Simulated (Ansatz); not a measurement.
# Si2Ni: a shear that moves c along a

The task here is to estimate one member of a computed series from the others.

Program: Ansatz 0.2.0. Level of theory: DFT PBEsol, scalar-relativistic, plane waves, PAW. These are calculated values, not measurements.

2 further runs of the same task are left out: 2 set aside as unsound or not needed.

## The system as given

It takes space group Fm-3m (No. 225, cubic). The conventional cell has a = 5.391 Å, b = 5.391 Å, c = 5.391 Å, α = 90.00°, β = 90.00°, γ = 90.00°. Around Si (site symmetry -43m) lie 4 Ni at 2.33 Å. Ni (site symmetry m-3m) is surrounded by 8 Si at 2.33 Å.

Coordinates:

```cif
data_structure
_symmetry_space_group_name_H-M 'Fm-3m'
_symmetry_Int_Tables_number 225
_cell_length_a 5.3914
_cell_length_b 5.3914
_cell_length_c 5.3914
_cell_angle_alpha 90.000
_cell_angle_beta 90.000
_cell_angle_gamma 90.000
_cell_volume 156.71
loop_
_atom_site_label
_atom_site_type_symbol
_atom_site_symmetry_multiplicity
_atom_site_Wyckoff_symbol
_atom_site_fract_x
_atom_site_fract_y
_atom_site_fract_z
_atom_site_occupancy
Si1 Si 8 c 0.75000 0.75000 0.25000 1
Ni1 Ni 4 a 0.00000 0.00000 0.00000 1
```

It goes back to an entry of the Materials Project, which need not be the stable form.

The unstrained cell comes from an earlier run at this level (6 atoms, E(σ→0) -14098.6300 eV, gap none (metal)).

Set-up of the first run:

input.yaml reads:

```yaml
crystal:
  lattice:
    - [2.695694617, 2.695694617, 0.0]
    - [-2.695694617, 2.695694617, 0.0]
    - [0.0762457577, 0.0762457577, 5.3913892341]
  atoms:
    - { symbol: Si, position: [0.0, 0.5, 0.75] }
    - { symbol: Si, position: [0.5, 0.0, 0.75] }
    - { symbol: Si, position: [0.5, 0.0, 0.25] }
    - { symbol: Si, position: [0.0, 0.5, 0.25] }
    - { symbol: Ni, position: [0.0, 0.0, 0.0] }
    - { symbol: Ni, position: [0.5, 0.5, 0.5] }
basis:
  ecutwfc: 420
kpoints:
  mp_grid: { grid: [10, 10, 8] }
hamiltonian:
  xc: pbesol
scf:
  occupations: { method: gaussian, width: 0.1 }
output:
  forces: true
  stress: true
  eigenvalues: true
relax:
  adjacent_minimum: "off"
  f_tol: 0.008
  max_steps: 40
```

Command:

```console
> ansatz run input.yaml --threads 1 --pin off --max-ram 2560MiB --backend cpu --events-out ev --progress --plain --runs-dir out
```

Among the steps run: At +2.0 %; The cell strained by +4.0 %; At +6.0 %; The cell strained by +8.0 %; Strain +12.0 %.

One table of the session follows, with a row left open; its other results are not shown here.

Lengths are those of the vectors of the cell that was run; stresses in GPa:

```
strain (%)  ΔE (meV/atom)  c (Å)
      +0.0            0.0  5.391
      +2.0            1.1  5.392
      +4.0            5.0  5.396
      +6.0              ?      ?
      +8.0           20.9  5.409
     +12.0           45.0  5.430
```

Q: Estimate the row for strain (%) = +6.0 from the others.

Worked estimate for «ΔE (meV/atom)». A straight line through the neighbours (4.0, 5.0) and (8.0, 20.9) gives 5.0 + (20.9 − 5.0) × (6.0 − 4.0) / (8.0 − 4.0) = 12.9; a parabola fitted to 4 rows on both sides gives 11.9.

**Answer.** ΔE (meV/atom): 11.6; c (Å): 5.401. In «ΔE (meV/atom)» the line misses by +1.3 and the parabola by +0.3.

ΔE is over the unstrained cell. Stress in GPa, positive in compression, on the Cartesian axes of the input. 

To keep in mind: Spin polarisation is off in the runs that give these values; a magnetic solution could lie lower. Warnings in the runs' records: stress scf threshold loose.
